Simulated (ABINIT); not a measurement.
ZrC:

```
Zr C
1.0
     0.00000    2.36500    2.36500
     2.36500    0.00000    2.36500
     2.36500    2.36500    0.00000
Zr C
1 1
Direct
  0.50000 0.50000 0.50000
  0.00000 0.00000 0.00000
```

Program: ABINIT 10.8.3 (patched build). Alike in all runs: no spin polarisation; cell as given; smearing fermi-dirac 0.05 eV. Hardware: 1 thread of Arm Neoverse V1, with other jobs on the host.

Q: Order these runs on this cell by their wall time, lowest first.
A. task optical spectrum; level PBEsol; potentials or basis PseudoDojo NC SR PBEsol v0.4.1 standard; k mesh 6 × 6 × 6, with 4 shifts; cutoff (eV) 1007; bands in the sums 16; broadening (eV) 0.1; scissor shift (eV) 0; tensor components [11]
B. task single point; level LDA; potentials or basis JTH PAW LDA v2.0; k mesh 8 × 8 × 8; cutoff (eV) 435; fine-grid cutoff 870.764 eV
C. task single point; level PBEsol; potentials or basis PseudoDojo NC SR PBEsol v0.4.1 standard; k mesh 8 × 8 × 8; cutoff (eV) 1007

A: B (6.4 s), C (24 s), A (72 s).

Caveats: the intraband (Drude) term is left out (some runs); spectra need much finer meshes, so this one isn't converged (some runs).

Not every run made on this cell is shown here.
